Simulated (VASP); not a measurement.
A run of VASP 6.6.1 is set up as follows.

POSCAR

```
Pt
1.0
   -1.5842200000      1.5842200000      1.5842200000
    1.5842200000     -1.5842200000      1.5842200000
    1.5842200000      1.5842200000     -1.5842200000
Pt
1
Direct
    0.0000000000      0.0000000000      0.0000000000
```

The input INCAR.step1:

```
  PREC = Accurate
  ENCUT = 520
  EDIFF = 1E-6
  ISMEAR = -1
  SIGMA = 0.05
  LREAL = False
  LASPH = True
  NELM = 60
  ALGO = Normal
  ISIF = 2
  LWAVE = False
  LCHARG = True
  LMAXMIX = 4
  GGA = 91
```

KPOINTS.step1

```
regular mesh
0
Gamma
  12 12 12
```

Contents of INCAR.step2:

```
  PREC = Accurate
  ENCUT = 520
  EDIFF = 1E-6
  ISMEAR = 0
  SIGMA = 0.05
  LREAL = False
  LASPH = True
  NELM = 60
  ALGO = Normal
  ISIF = 2
  LWAVE = False
  LCHARG = False
  LMAXMIX = 4
  GGA = 91
  ICHARG = 11
```

The input KPOINTS.step2:

```
path GHNGPH,PN
20
line-mode
reciprocal
 0.0000000000  0.0000000000  0.0000000000  G
 0.5000000000 -0.5000000000  0.5000000000  H

 0.5000000000 -0.5000000000  0.5000000000  H
 0.0000000000  0.0000000000  0.5000000000  N

 0.0000000000  0.0000000000  0.5000000000  N
 0.0000000000  0.0000000000  0.0000000000  G

 0.0000000000  0.0000000000  0.0000000000  G
 0.2500000000  0.2500000000  0.2500000000  P

 0.2500000000  0.2500000000  0.2500000000  P
 0.5000000000 -0.5000000000  0.5000000000  H

 0.2500000000  0.2500000000  0.2500000000  P
 0.0000000000  0.0000000000  0.5000000000  N
```

Potentials or basis: VASP PAW PBE potentials, release 64 (Pt).

Launch:

```console
$ cat potpaw_PBE.64/Pt/POTCAR > POTCAR
$ cp INCAR.step1 INCAR
$ cp KPOINTS.step1 KPOINTS
$ mpirun -np 1 vasp_std > vasp.out
$ cp INCAR.step2 INCAR
$ cp KPOINTS.step2 KPOINTS
$ mpirun -np 1 vasp_std > vasp.out
```

(1) What does it give for the band gap along the path?

Results:

(1) none (metal or under the smearing width).

Caveat: spin-orbit coupling is left out, which moves the levels of the heavy elements.
